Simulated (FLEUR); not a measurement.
# TaN (Fm-3m) in FLEUR: further runs

Runs on TaN. Level: PBEsol. Tasks: band structure.

All numbers are computed with FLEUR MaX-R8.1 (later development tree); they aren't measurements. Logs are shortened: lines on timing, memory, paths and dates and some standing lists are left out, and cuts for length are marked.

**1. Starting point**

The structure is cubic, space group Fm-3m (No. 225). The conventional cell has a = 4.423 Å, b = 4.423 Å, c = 4.423 Å, α = 90.00°, β = 90.00°, γ = 90.00°. Around Ta (site symmetry m-3m) lie 6 N at 2.21 Å. Around N (site symmetry m-3m) lie 6 Ta at 2.21 Å.

The cell comes from a database or a generator and needn't be the stable form of this composition.

**2. Band structure, PBEsol**

inp.xml

```xml
<?xml version="1.0" encoding="UTF-8" standalone="no"?>
<fleurInput fleurInputVersion="0.39">
   <comment>
      TaN                                                                                                 
   </comment>
   <calculationSetup>
      <cutoffs Kmax="4.86" Gmax="15.1" GmaxXC="15.1" numbands="0"/>
      <scfLoop itmax="60" minDistance="0.00001" maxIterBroyd="15" imix="Anderson" alpha="0.05" precondParam="0.0" spinf="2.0" sdNocoIR="T"/>
      <coreElectrons ctail="T" frcor="F" kcrel="0" coretail_lmax="0"/>
      <xcFunctional name="PBEs" relativisticCorrections="F"/>
      <magnetism jspins="1"/>
      <soc l_soc="F" theta="0.0" phi="0.0" spav="F"/>
      <expertModes spex="0" secvar="F"/>
      <geometryOptimization l_f="F" forcealpha="1.0" forcemix="BFGS" epsdisp="0.00001" epsforce="0.00001"/>
      <ldaU l_linMix="F" mixParam="0.05" spinf="1.0"/>
   </calculationSetup>
   <cell>
      <bzIntegration valenceElectrons="32.0" mode="hist" fermiSmearingEnergy="0.00183747">
         <kPointListSelection listName="default-1"/>
         <!-- k-points included here -->
         <xi:include xmlns:xi="http://www.w3.org/2001/XInclude" href="kpts.xml"> </xi:include>
      </bzIntegration>
      <!-- symmetry operations included here -->
      <xi:include xmlns:xi="http://www.w3.org/2001/XInclude" href="sym.xml"> </xi:include>
      <bulkLattice scale="1.0">
[... 30 lines left out ...]
            <stateOccupation state="(2p3/2)" spinUp="1.000000" spinDown="1.000000"/>
         </electronConfig>
         <energyParameters s="2" p="2" d="3" f="4"/>
         <lo type="SCLO" l="0" n="2" eDeriv="2"/>
         <lo type="SCLO" l="1" n="2" eDeriv="2"/>
         <lo type="SCLO" l="2" n="3" eDeriv="2"/>
      </species>
   </atomSpecies>
   <atomGroups>
      <atomGroup species="Tantalum (Ta)">
         <relPos label="                   1">1.000/2.000 1.000/2.000 1.000/2.000</relPos>
         <force calculate="T" relaxXYZ="TTT"/>
      </atomGroup>
      <atomGroup species="Nitrogen (N)">
         <relPos label="                   2">.0000000000 .0000000000 .0000000000</relPos>
         <force calculate="T" relaxXYZ="TTT"/>
      </atomGroup>
   </atomGroups>
   <output dos="F" band="F" slice="F">
      <checks vchk="F" cdinf="F"/>
      <bandDOS minEnergy="-.5*Htr" maxEnergy="0.5*Htr" sigma="0.015" storeEVData="T"/>
      <vacuumDOS vacdos="F" integ="F" star="F" nstars="0" locx1="0.0" locy1="0.0" locx2="0.0" locy2="0.0" nstm="0" tworkf="0.0"/>
      <unfoldingBand unfoldBand="F" supercellX="1" supercellY="1" supercellZ="1"/>
      <plotting iplot="0" polar="F">
         <plot TwoD="T" vec1="  1.0  0.0  0.0" vec2="  0.0  1.0  0.0" vec3="  0.0  0.0  1.0" zero="  0.0  0.0  0.0" file="plot"/>
      </plotting>
      <chargeDensitySlicing numkpt="0" minEigenval="0.0" maxEigenval="0.0" nnne="0" pallst="F"/>
      <specialOutput eonly="F"/>
      <moessbauerParams electricFieldGradient="T" isomerShift="T" coreHyperfine="T" valenceHyperfine="T"/>
      <magneticCircularDichroism mcd="F" energyLo="-10.0" energyUp="0.0"/>
   </output>
  <!-- We include the file relax.xml here to enable relaxations (see documentation) -->
  <xi:include xmlns:xi="http://www.w3.org/2001/XInclude" href="relax.xml"> <xi:fallback/> </xi:include>
</fleurInput>
```

crystal.txt

```
TaN
&input cartesian=F /
0.0000000000  2.2113230000  2.2113230000
2.2113230000  0.0000000000  2.2113230000
2.2113230000  2.2113230000  0.0000000000
1.8897261246
1.0 1.0 1.0

2
73 0.5000000000  0.5000000000  0.5000000000
7 0.0000000000  0.0000000000  0.0000000000

&kpt div1=10 div2=10 div3=10 gamma=T /
```

inp.xml (bands)

```
<?xml version="1.0" encoding="UTF-8" standalone="no"?>
<fleurInput fleurInputVersion="0.39">
   <comment>
      TaN                                                                                                 
   </comment>
   <calculationSetup>
      <cutoffs Kmax="4.86" Gmax="15.1" GmaxXC="15.1" numbands="0"/>
      <scfLoop itmax="60" minDistance="0.00001" maxIterBroyd="15" imix="Anderson" alpha="0.05" precondParam="0.0" spinf="2.0" sdNocoIR="T"/>
      <coreElectrons ctail="T" frcor="F" kcrel="0" coretail_lmax="0"/>
      <xcFunctional name="PBEs" relativisticCorrections="F"/>
      <magnetism jspins="1"/>
      <soc l_soc="F" theta="0.0" phi="0.0" spav="F"/>
      <expertModes spex="0" secvar="F"/>
      <geometryOptimization l_f="F" forcealpha="1.0" forcemix="BFGS" epsdisp="0.00001" epsforce="0.00001"/>
      <ldaU l_linMix="F" mixParam="0.05" spinf="1.0"/>
   </calculationSetup>
   <cell>
      <bzIntegration valenceElectrons="32.0" mode="hist" fermiSmearingEnergy="0.00183747">
         <kPointListSelection listName="path-1"/>
         <!-- k-points included here -->
         <xi:include xmlns:xi="http://www.w3.org/2001/XInclude" href="kpts.xml"> </xi:include>
      </bzIntegration>
      <!-- symmetry operations included here -->
      <xi:include xmlns:xi="http://www.w3.org/2001/XInclude" href="sym.xml"> </xi:include>
      <bulkLattice scale="1.0">
[... 30 lines left out ...]
            <stateOccupation state="(2p3/2)" spinUp="1.000000" spinDown="1.000000"/>
         </electronConfig>
         <energyParameters s="2" p="2" d="3" f="4"/>
         <lo type="SCLO" l="0" n="2" eDeriv="2"/>
         <lo type="SCLO" l="1" n="2" eDeriv="2"/>
         <lo type="SCLO" l="2" n="3" eDeriv="2"/>
      </species>
   </atomSpecies>
   <atomGroups>
      <atomGroup species="Tantalum (Ta)">
         <relPos label="                   1">1.000/2.000 1.000/2.000 1.000/2.000</relPos>
         <force calculate="T" relaxXYZ="TTT"/>
      </atomGroup>
      <atomGroup species="Nitrogen (N)">
         <relPos label="                   2">.0000000000 .0000000000 .0000000000</relPos>
         <force calculate="T" relaxXYZ="TTT"/>
      </atomGroup>
   </atomGroups>
   <output dos="F" band="T" slice="F">
      <checks vchk="F" cdinf="F"/>
      <bandDOS minEnergy="-.5*Htr" maxEnergy="0.5*Htr" sigma="0.015" storeEVData="T"/>
      <vacuumDOS vacdos="F" integ="F" star="F" nstars="0" locx1="0.0" locy1="0.0" locx2="0.0" locy2="0.0" nstm="0" tworkf="0.0"/>
      <unfoldingBand unfoldBand="F" supercellX="1" supercellY="1" supercellZ="1"/>
      <plotting iplot="0" polar="F">
         <plot TwoD="T" vec1="  1.0  0.0  0.0" vec2="  0.0  1.0  0.0" vec3="  0.0  0.0  1.0" zero="  0.0  0.0  0.0" file="plot"/>
      </plotting>
      <chargeDensitySlicing numkpt="0" minEigenval="0.0" maxEigenval="0.0" nnne="0" pallst="F"/>
      <specialOutput eonly="F"/>
      <moessbauerParams electricFieldGradient="T" isomerShift="T" coreHyperfine="T" valenceHyperfine="T"/>
      <magneticCircularDichroism mcd="F" energyLo="-10.0" energyUp="0.0"/>
   </output>
  <!-- We include the file relax.xml here to enable relaxations (see documentation) -->
  <xi:include xmlns:xi="http://www.w3.org/2001/XInclude" href="relax.xml"> <xi:fallback/> </xi:include>
</fleurInput>
```

Potentials or basis: all-electron, FLAPW.

Run with:

```
$ inpgen -f crystal.txt -profile fastHighL
$ # inp.xml edited to the form shown
$ fleur_MPI
$ fleur_MPI   # second run, on inp.xml (bands)
```

The log of the run:

```text
Welcome to FLEUR        (www.flapw.de)
      MaX-Release 8.1          (www.max-centre.eu)

 ========== k-point set info ==========
 Selected k-point list: default-1
 k-point list type: mesh
 10 x 10 x 10
 Number of k points: 47

 ------------Calculation Setup---------------------------
 Number of MPI-tasks      :            1
 Number of PE/node        :            1
 Number of OMP-threads    :            1
 Most efficient MPI parallelization for:
           1          47
 Additional eigenvalue parallelization possible
 Number of basis functions:          351
 Approximate size of matrices (H+S) per k-point:         0.002 GB
 --------------------------------------------------------
 Iteration:     1   Distance:      26.60484080 me/bohr^3
 Iteration:     2   Distance:      22.55506842 me/bohr^3
 Iteration:     3   Distance:       9.00183733 me/bohr^3
 Iteration:     4   Distance:       6.53867138 me/bohr^3
 Iteration:     5   Distance:       3.30301590 me/bohr^3
 Iteration:     6   Distance:       0.56976870 me/bohr^3
 Iteration:     7   Distance:       0.55700524 me/bohr^3
 Iteration:     8   Distance:       0.11789662 me/bohr^3
 Iteration:     9   Distance:       0.15805993 me/bohr^3
 Iteration:    10   Distance:       0.01748957 me/bohr^3
 Iteration:    11   Distance:       0.00952782 me/bohr^3
 Iteration:    12   Distance:       0.00255825 me/bohr^3
 Iteration:    13   Distance:       0.00031446 me/bohr^3
 Iteration:    14   Distance:       0.00003476 me/bohr^3
 Iteration:    15   Distance:       0.00000200 me/bohr^3

 ********************************************************************
 Run finished successfully
 Stop message:
   all done
 ********************************************************************
```

output (bands):

```text
Welcome to FLEUR        (www.flapw.de)
      MaX-Release 8.1          (www.max-centre.eu)

 ========== k-point set info ==========
 Selected k-point list: path-1
 k-point list type: path
 Number of k points: 60

 ------------Calculation Setup---------------------------
 Number of MPI-tasks      :            1
 Number of PE/node        :            1
 Number of OMP-threads    :            1
 Most efficient MPI parallelization for:
           1           2           3           4           5           6          10          12          15          20          30          60
 Additional eigenvalue parallelization possible
 Number of basis functions:          351
 Approximate size of matrices (H+S) per k-point:         0.002 GB
 --------------------------------------------------------
 Fermi energy correction for metals:
 Fermi energy in bands.* files may not be consistent with last density.
 Please correct it manually (e.g. in band.gnu file).

 Note: Band structure data (together with different weights) is also stored in the banddos.hdf file.
       A convenient way of extracting and plotting the data from that file is by making use of the

 ********************************************************************
 Run finished successfully
 Stop message:
   Charge density postprocessing done.
 ********************************************************************
```

out.xml (last iteration):

```text
<iteration numberForCurrentRun="   15" overallNumber="   15">
         <energyParameters units="Htr">
            <atomicEP atomType="1" spin="1" branch="6s" branchLowest="-1.85" branchHighest="2.65" value="0.3523686466"/>
            <atomicEP atomType="1" spin="1" branch="6p" branchLowest="-0.53" branchHighest="3.66" value="0.4823597471"/>
            <atomicEP atomType="1" spin="1" branch="5d" branchLowest="-7.35" branchHighest="1.19" value="0.5171457127"/>
            <atomicEP atomType="1" spin="1" branch="4f" branchLowest="-9.99" branchHighest="-0.11" value="-0.0832514629"/>
            <loAtomicEP atomType="1" spin="1" branch="5s" branchLowest="-19.01" branchHighest="-1.85" value="-1.8849724674"/>
            <loAtomicEP atomType="1" spin="1" branch="5p" branchLowest="-13.89" branchHighest="-0.53" value="-0.6780563724"/>
            <loAtomicEP atomType="1" spin="1" branch="5d" branchLowest="-7.35" branchHighest="1.19" value="0.5143310194"/>
            <loAtomicEP atomType="1" spin="1" branch="4f" branchLowest="-9.99" branchHighest="-0.11" value="-0.1075410637"/>
            <atomicEP atomType="2" spin="1" branch="2s" branchLowest="-13.19" branchHighest="1.51" value="-0.0395660026"/>
            <atomicEP atomType="2" spin="1" branch="2p" branchLowest="-9.99" branchHighest="1.68" value="0.2720936824"/>
            <atomicEP atomType="2" spin="1" branch="3d" branchLowest="-9.99" branchHighest="5.83" value="0.5153218616"/>
            <atomicEP atomType="2" spin="1" branch="4f" branchLowest="-9.99" branchHighest="9.82" value="0.6755231048"/>
            <loAtomicEP atomType="2" spin="1" branch="2s" branchLowest="-13.19" branchHighest="1.51" value="-0.0395660026"/>
            <loAtomicEP atomType="2" spin="1" branch="2p" branchLowest="-9.99" branchHighest="1.68" value="0.2720327714"/>
            <loAtomicEP atomType="2" spin="1" branch="3d" branchLowest="-9.99" branchHighest="5.83" value="0.5153221474"/>
         </energyParameters>
         <eigenvalues>
            <eigenvaluesAt spin="1" ikpt="1" k_x="0.00000000" k_y="0.00000000" k_z="0.00000000">
                      -1.8868080556       -0.6454934044       -0.6454934044       -0.6454934044       -0.1155354534
                      -0.1155354534       -0.1155354534       -0.1140106638       -0.1129451743       -0.1129451743
                      -0.1129451743       -0.0193128054        0.5289783759        0.5289783759        0.5289783759
                       0.5894689531        0.5894689531        0.5894689531        0.6668745391        0.6668745391
                       0.7168039291        1.0019615269        1.5395798285        1.5395798285        1.5395798285
            </eigenvaluesAt>
            <eigenvaluesAt spin="1" ikpt="2" k_x="0.00000000" k_y="0.00000000" k_z="0.10000000">
                      -1.8866259480       -0.6485431045       -0.6457744789       -0.6457744789       -0.1156907705
                      -0.1154129962       -0.1154129962       -0.1139171150       -0.1130770355       -0.1130770355
                      -0.1129390233       -0.0105984194        0.4882671073        0.5016255400        0.5016255400
[... 52 lines left out ...]
         <moessbauerParams unitsHFF="kG" unitsIS="e/bohr^3" unitsEFG="Htr/bohr^2">
            <coreIsomerShift atomType="1" isTotal="1392913.72020">
               <shell n="1" l="0" isomerShift="1168111.97509"/>
               <shell n="2" l="0" isomerShift="165748.62872"/>
               <shell n="2" l="1" isomerShift="9774.09689"/>
               <shell n="3" l="0" isomerShift="37104.18319"/>
               <shell n="3" l="1" isomerShift="2442.96142"/>
               <shell n="4" l="0" isomerShift="9144.06971"/>
               <shell n="3" l="2" isomerShift="0.00094"/>
               <shell n="4" l="1" isomerShift="587.80400"/>
               <shell n="4" l="2" isomerShift="0.00023"/>
            </coreIsomerShift>
            <coreIsomerShift atomType="2" isTotal="199.63570">
               <shell n="1" l="0" isomerShift="199.63570"/>
            </coreIsomerShift>
            <isomerShift atomType="1" nucleusRadius="0.0001336" averageDensity="1394558.31734"/>
            <isomerShift atomType="2" nucleusRadius="0.0000569" averageDensity="208.36124"/>
            <electricFieldGradient atomType="1" VXX="0.00000" VYY="0.00000" VZZ="0.00000" asymParam="0.00000">
            </electricFieldGradient>
            <electricFieldGradient atomType="2" VXX="0.00000" VYY="0.00000" VZZ="0.00000" asymParam="0.00000">
            </electricFieldGradient>
         </moessbauerParams>
         <totalEnergy                                    value="   -15676.1124494908" units="Htr">
            <sumOfEigenvalues                            value="    -9565.5543358548">
               <coreElectrons value="-9560.0107993537"/>
               <valenceElectrons value="-5.5435365011"/>
            </sumOfEigenvalues>
            <densityCoulombPotentialIntegral value="-26735.8982660272"/>
            <densityEffectivePotentialIntegral value="-27156.8024442085"/>
            <chargeDenXCDenIntegral value="-319.6802993737"/>
            <FockExchangeEnergyValence value="0.0000000000"/>
            <FockExchangeEnergyCore value="0.0000000000"/>
            <atomTypeDependentContributions atomType="1">
               <electronNucleiInteractionDifferentMTs value="19459.2833695414"/>
               <MadelungTerm value="-53.5297000782"/>
            </atomTypeDependentContributions>
            <atomTypeDependentContributions atomType="2">
               <electronNucleiInteractionDifferentMTs value="62.1099434353"/>
               <MadelungTerm value="-4.8081124023"/>
            </atomTypeDependentContributions>
            <tkbTimesEntropy value="0.0002203623"/>
            <freeEnergy value="-15676.1126698531"/>
            <extrapolationTo0K value="-15676.1125596720"/>
         </totalEnergy>
         <densityConvergence units="me/bohr^3">
            <chargeDensity spin="1" distance="0.0000020045"/>
         </densityConvergence>
      </iteration>
```

Wall time 36 s (1 thread of Arm Neoverse V2, shared host); peak memory 0.07 GiB.

Results:

| Quantity | Value |
| --- | --- |
| Free energy | -426568.7567 eV |
| Band gap along the path | none (metal or under the smearing width) |
| Valence electrons inside the program's atomic spheres | Ta 24.58; N 3.58 (radii Ta 2.39, N 1.48 bohr) |

Levels at the corners of the path, in eV from the Fermi level:
| point | band 12 | band 13 | band 14 | band 15 | band 16 | band 17 | band 18 | band 19 | band 20 | band 21 |
| --- | --- | --- | --- | --- | --- | --- | --- | --- | --- | --- |
| Γ | -18.67 | -3.75 | -3.75 | -3.75 | -2.11 | -2.11 | -2.11 | 0.00 | 0.00 | 1.36 |
| X | -17.42 | -6.61 | -5.40 | -4.58 | -4.58 | 2.02 | 3.45 | 3.45 | 4.36 | 6.53 |
| W | -16.75 | -7.37 | -6.73 | -6.73 | -0.20 | -0.20 | 3.46 | 3.91 | 4.35 | 9.65 |
| K | -16.80 | -7.62 | -6.76 | -6.11 | -2.22 | 2.40 | 2.48 | 4.41 | 4.88 | 8.10 |
| Γ | -18.67 | -3.75 | -3.75 | -3.75 | -2.11 | -2.11 | -2.11 | 0.00 | 0.00 | 1.36 |
| L | -15.66 | -10.28 | -7.48 | -7.48 | 1.83 | 1.83 | 1.93 | 3.69 | 7.36 | 7.36 |
| U | -16.80 | -7.62 | -6.76 | -6.11 | -2.22 | 2.40 | 2.48 | 4.41 | 4.88 | 8.10 |
| W | -16.75 | -7.37 | -6.73 | -6.73 | -0.20 | -0.20 | 3.46 | 3.91 | 4.35 | 9.65 |
| L | -15.66 | -10.28 | -7.48 | -7.48 | 1.83 | 1.83 | 1.93 | 3.69 | 7.36 | 7.36 |
| K | -16.80 | -7.62 | -6.76 | -6.11 | -2.22 | 2.40 | 2.48 | 4.41 | 4.88 | 8.10 |
| U | -16.80 | -7.62 | -6.76 | -6.11 | -2.22 | 2.40 | 2.48 | 4.41 | 4.88 | 8.10 |
| X | -17.42 | -6.61 | -5.40 | -4.58 | -4.58 | 2.02 | 3.45 | 3.45 | 4.36 | 6.53 |

Core levels (eV from the Fermi level):
| atom | levels |
| --- | --- |
| 1 Ta | 1s1/2 -67251.5, 2s1/2 -11544.5, 2p1/2 -11032.8, 2p3/2 -9763.2, 3s1/2 -2641.7, 3p1/2 -2414.5, 3p3/2 -2141.2, 4s1/2 -535.6, 3d3/2 -1757.5, 3d5/2 -1698.0, 4p1/2 -441.9, 4p3/2 -378.9, 4d3/2 -225.1, 4d5/2 -213.5 |
| 2 N | 1s1/2 -377.0 |

Caveat: spin-orbit coupling is left out, which moves the levels of the heavy elements.

[end of part 1 of 2]
